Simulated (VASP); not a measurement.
Energy against volume of ZnTe (zinc blende). Calculation: PBE0 hybrid, VASP's PBE PAW potentials (set 64) (plane waves; VASP 6.6.1). Settings: 520 eV cut-off, 6×6×6 Γ-centred mesh, Gaussian smearing of 0.050 eV, potentials Zn Te.

```json
[
 {"V (Å³/atom)": "27.785", "E (eV/atom)": "-3.47862"},
 {"V (Å³/atom)": "28.672", "E (eV/atom)": "-3.48491"},
 {"V (Å³/atom)": "29.559", "E (eV/atom)": "-3.48258"},
 {"V (Å³/atom)": "30.446", "E (eV/atom)": "-3.47298"}
]
```

**Question.** Fit these four points and predict the energy of the run at 26.899 Å³/atom.

**Answer.** A cubic in V^(−2/3), the third-order Birch-Murnaghan form, passes through the four points with V0 = 28.85 Å³/atom and B0 = 49 GPa, and gives -3.4621 eV/atom there. The run gave -3.4621 eV/atom, +0.0 meV/atom from the fit; all five points give B0 = 49 GPa.

The compound is ZnTe in the zinc blende structure. It was relaxed first. The cell's shape comes from a PBE relaxation.
